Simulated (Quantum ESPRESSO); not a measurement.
**InAs under changes of volume**

One of the cells (27.489 Å³/atom); the others are scaled copies at fixed shape and fractional positions:

```xyz
2
Lattice="0.0000 3.0180 3.0180 3.0180 0.0000 3.0180 3.0180 3.0180 0.0000" Properties=species:S:1:pos:R:3 pbc="T T T"
In    0.0000    0.0000    0.0000
As    4.5270    4.5270    4.5270
```

```yaml
Program: Quantum ESPRESSO 7.5
Functional: PBE
Potentials_or_basis: SSSP 1.3 efficiency PBE
Cutoff: 748 eV
Density_cutoff: 5987 eV
k_mesh: 8 × 8 × 8
Occupations: fermi-dirac, width 0.05 eV
Spin: no spin polarisation
```

```tsv
volume (Å³/atom)	energy over the lowest point (meV/atom)	pressure (GPa)
25.840	95.98	9.3
26.389	67.24	7.5
26.939	?	?
27.489	26.58	4.4
28.039	13.60	3.1
28.588	4.89	1.9
29.138	0.00	0.9
```

**Question.** What does the run at 26.939 Å³/atom give?

**Answer.** Energy over the lowest point 44.29 meV/atom; pressure 5.9 GPa.

Worked out: A Birch-Murnaghan fit of order 3 (a polynomial in V^(-2/3)) to the other rows has its minimum at 29.66 Å³/atom, just outside them, with B0 = V·E''(V) = 49 GPa and B' = 4.6. It gives 44.28 meV/atom at 26.939 Å³/atom, against the run's 44.29, and -dE/dV = 5.9 GPa, against 5.9.

Energies are extrapolated to zero smearing.
